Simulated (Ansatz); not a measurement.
CdO (Monteponite):

```
CELL_PARAMETERS angstrom
0.00000 2.34950 2.34950
2.34950 0.00000 2.34950
2.34950 2.34950 0.00000
ATOMIC_POSITIONS crystal
Cd 0.00000 0.00000 0.00000
O 0.50000 0.50000 0.50000
```

Base run:

| Property | Result |
| --- | --- |
| Program | Ansatz 0.2.0 |
| Functional | PBE |
| Potentials or basis | all-electron LAPW, non-relativistic |
| Cutoff | 306 eV (chosen from the basis error) |
| Basis error allowed | 0.001 eV/atom |
| k mesh | 10 × 10 × 10 |
| Occupations | fermi-dirac, width 0.05 eV |
| Spin | no spin polarisation |

Its results: pressure 8.2 GPa.

Q: The run is repeated on the same cell with these changes: potentials or basis from all-electron LAPW, non-relativistic to all-electron LAPW, point nuclei. What comes out?

A: Pressure 6.1 GPa.

Caveats: relativity is left out, which matters for the heavier elements (some runs).
